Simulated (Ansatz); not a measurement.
HfSiO4 (Hafnon):

```xyz
12
Lattice="-3.2862 3.2862 2.9816 3.2862 -3.2862 2.9816 3.2862 3.2862 -2.9816" Properties=species:S:1:pos:R:3 pbc="T T T"
Hf    0.0000    0.0000    0.0000
Hf    0.0000    3.2862    1.4908
Si    0.0000    0.0000    2.9816
Si    3.2862    0.0000    1.4908
O     2.0736    3.2862    1.0746
O     3.2863   -1.2126    2.5654
O     1.2126    0.0000    4.0562
O     3.2862    1.2126    2.5654
O     2.0736    0.0000    0.4162
O     0.0000    1.2126    1.9070
O     4.4989    0.0000    0.4162
O     3.2862    2.0736   -1.0746
```

- Program: Ansatz 0.2.0
- Task: single point
- Functional: PBEsol
- Potentials or basis: Ansatz PAW
- Cutoff: 420 eV (not typed: the program's choice for these potentials)
- k mesh: 6 × 6 × 6
- Occupations: fermi-dirac, width 0.05 eV
- Spin: no spin polarisation

On this cell: pressure 1.3 GPa; largest force 0.443 eV/Å; band gap on the k mesh 5.36 eV, indirect (least direct gap 5.72 eV).

The same run follows on a disturbed copy (atoms moved at random, drawn with an rms of 0.05 Å):

```xyz
12
Lattice="-3.2862 3.2862 2.9816 3.2862 -3.2862 2.9816 3.2862 3.2862 -2.9816" Properties=species:S:1:pos:R:3 pbc="T T T"
Hf   -0.0468    0.0153    0.0278
Hf    0.0226    3.2641    1.4484
Si   -0.0248    0.0481    2.9666
Si    3.3116    0.0148    1.4786
O     2.1023    3.2738    1.0688
O     3.2987   -1.2208    2.5470
O     1.1811   -0.0052    4.0701
O     3.3021    1.2033    2.5240
O     2.0388   -0.0066    0.4050
O     0.0226    1.1809    1.9158
O     4.5169    0.0184    0.4160
O     3.2856    2.0388   -1.0536
```

Question: What changes?

Answer: The energy moves by +32.2 meV/atom; pressure 2.5 GPa; largest force 3.868 eV/Å; band gap on the k mesh 5.16 eV, indirect (least direct gap 5.53 eV).

Forces on the atoms (eV/Å):
```
Hf   1.476 -0.705 -0.944
Hf  -0.947  0.716  0.437
Si   1.507 -3.305  1.331
Si  -1.722 -0.855 -1.043
O   -1.883  0.161  0.911
O    0.007 -0.026  0.397
O    0.823  0.151 -0.087
O   -0.033  1.149  1.425
O    1.146 -0.146  0.383
O   -0.145  2.620 -1.997
O   -0.073 -0.218 -0.512
O   -0.155  0.456 -0.303
```

Stress tensor (GPa, compression positive):
```
 1.23  0.31 -2.64
 0.31  2.95 -1.72
-2.64 -1.72  3.37
```

Caveats: spin-orbit coupling is left out, which moves the levels of the heavy elements; the PAW data sets come from PBE, with cores solved anew for the run's functional, which leaves a small shift of forces and pressure.

A k mesh can miss the band edges.
